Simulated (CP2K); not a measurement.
WC:

```
CELL_PARAMETERS angstrom
3.10092 0.00000 0.00000
1.55046 2.68548 0.00000
1.55046 0.89516 2.53189
ATOMIC_POSITIONS crystal
W 0.00000 0.00000 0.00000
C 0.50000 0.50000 0.50000
```

Measurements of this composition are mostly on another form, of space group No. 187.

Base run:

- Program: CP2K 2026.2
- Functional: PBE
- Potentials or basis: POTENTIAL_UZH W GTH-PBE-q14, C GTH-PBE-q4; TZV2P-MOLOPT-PBE-GTH basis
- Density cutoff: 6123 eV
- k mesh: 10 × 10 × 10
- Occupations: fermi-dirac, width 0.05 eV
- Spin: no spin polarisation

Its results: band gap on the k mesh none (metal or under the smearing width); pressure -5.1 GPa.

**Question.** After a change of settings the same cell gave: band gap on the k mesh none (metal or under the smearing width); pressure -3.2 GPa. Which change was it?
A. potentials or basis from POTENTIAL_UZH W GTH-PBE-q14, C GTH-PBE-q4; TZV2P-MOLOPT-PBE-GTH basis to POTENTIAL_UZH W GTH-PBE-q14, C GTH-PBE-q4; TZVP-MOLOPT-PBE-GTH basis; basis sets from W TZV2P-MOLOPT-PBE-GTH-q14, C TZV2P-MOLOPT-PBE-GTH-q4 to W TZVP-MOLOPT-PBE-GTH-q14, C TZVP-MOLOPT-PBE-GTH-q4
B. potentials or basis from POTENTIAL_UZH W GTH-PBE-q14, C GTH-PBE-q4; TZV2P-MOLOPT-PBE-GTH basis to POTENTIAL_UZH W GTH-PBE-q14, C GTH-PBE-q4; DZVP-MOLOPT-PBE-GTH basis; basis sets from W TZV2P-MOLOPT-PBE-GTH-q14, C TZV2P-MOLOPT-PBE-GTH-q4 to W DZVP-MOLOPT-PBE-GTH-q14, C DZVP-MOLOPT-PBE-GTH-q4
C. potentials or basis from POTENTIAL_UZH W GTH-PBE-q14, C GTH-PBE-q4; TZV2P-MOLOPT-PBE-GTH basis to POTENTIAL_UZH W GTH-PBE-q14, C GTH-PBE-q4; ccGRB-D basis; basis sets from W TZV2P-MOLOPT-PBE-GTH-q14, C TZV2P-MOLOPT-PBE-GTH-q4 to W ccGRB-D-q14, C ccGRB-D-q4

**Answer.** C.

Caveats: the basis of atomic orbitals isn't converged, which shifts pressures, moduli and gaps.
